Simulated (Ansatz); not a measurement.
# BN: the cost of one run

Program: Ansatz 0.2.0. Level of theory: DFT PBEsol, scalar-relativistic, plane waves, PAW. These are calculated values, not measurements.

2 further runs of the same task are left out: 2 set aside as unsound or not needed.

## Step 1: The starting structure

Symmetry: F-43m, No. 216, cubic system. Conventional cell: a = 3.606 Å, b = 3.606 Å, c = 3.606 Å, α = 90.00°, β = 90.00°, γ = 90.00°. B (site symmetry -43m) has 4 N at 1.56 Å as nearest neighbours. Around N (site symmetry -43m) lie 4 B at 1.56 Å.

Coordinates:

```xyz
2
Lattice="0.0000 1.8028 1.8028 1.8028 0.0000 1.8028 1.8028 1.8028 0.0000" Properties=species:S:1:pos:R:3 pbc="T T T"
B     0.0000    0.0000    0.0000
N     2.7043    2.7043    2.7043
```

It goes back to an entry of the Materials Project.

It is the result of an earlier relaxation at this level (volume 5.86 Å³/atom; gap on the mesh: 4.30 eV).

## Step 2: The cell under 16 GPa

At a set pressure the run lowers the enthalpy E + PV, so the energy alone may rise along the way.

input.yaml reads:

```yaml
crystal:
  lattice:
    - [0.0, 1.8028454611, 1.8028454611]
    - [1.8028454611, 0.0, 1.8028454611]
    - [1.8028454611, 1.8028454611, 0.0]
  atoms:
    - { symbol: B, position: [0.0, 0.0, 0.0] }
    - { symbol: "N", position: [0.75, 0.75, 0.75] }
basis:
  ecutwfc: 420
kpoints:
  mp_grid: { grid: [12, 12, 12] }
hamiltonian:
  xc: pbesol
scf:
  occupations: { method: fixed }
output:
  forces: true
  stress: true
  eigenvalues: true
relax:
  adjacent_minimum: "off"
  f_tol: 0.001
  max_steps: 60
  cell: { stress_tol: 0.02, p_target: 16.0 }
```

Run with:

```console
ansatz run input.yaml --threads 1 --pin off --max-ram 1228MiB --backend cpu --events-out ev --progress --plain --runs-dir out
```

What time and memory should one allow on 1 thread of Arm Neoverse N1, shared host?

About 13 s, with a peak of 0.26 GiB.
